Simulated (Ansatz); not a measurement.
## NaF and the effect of the functional

```cif
data_structure
_symmetry_space_group_name_H-M 'Fm-3m'
_symmetry_Int_Tables_number 225
_cell_length_a 4.6400
_cell_length_b 4.6400
_cell_length_c 4.6400
_cell_angle_alpha 90.000
_cell_angle_beta 90.000
_cell_angle_gamma 90.000
_cell_volume 99.90
loop_
_atom_site_label
_atom_site_type_symbol
_atom_site_symmetry_multiplicity
_atom_site_Wyckoff_symbol
_atom_site_fract_x
_atom_site_fract_y
_atom_site_fract_z
_atom_site_occupancy
Na1 Na 4 a 0.00000 0.00000 0.00000 1
F1 F 4 b 0.50000 0.00000 0.00000 1
```

Kept alike: task single point; k mesh 8 × 8 × 8; occupations fermi-dirac, width 0.05 eV; no spin polarisation. Program: Ansatz, PAW datasets made for the crystal. Cutoffs run from 280 to 310 eV. The mesh is that of the run's cell of 2 atoms. No spin-orbit coupling.

| run | band gap (eV) | pressure (GPa) |
| --- | --- | --- |
| A | 6.289 | 1.95 |
| B | 8.450 | -0.07 |
| C | 9.220 | -0.12 |

Pressure is positive in compression, with a Pulay correction for the finite cutoff. A gap read on the mesh alone can miss an edge between its points.

Question: The runs differ in the functional (and the cutoff that goes with it) alone: HSE06; PBE; PBE0. Which run is which?

Answer: Run A is PBE; run B is HSE06; run C is PBE0. The band gap runs from 6.289 (PBE) to 9.220 eV (PBE0). From PBE: HSE06 +2.161; PBE0 +2.931. The pressure runs from -0.12 (PBE0) to 1.95 GPa (PBE). From PBE: HSE06 -2.02; PBE0 -2.07.
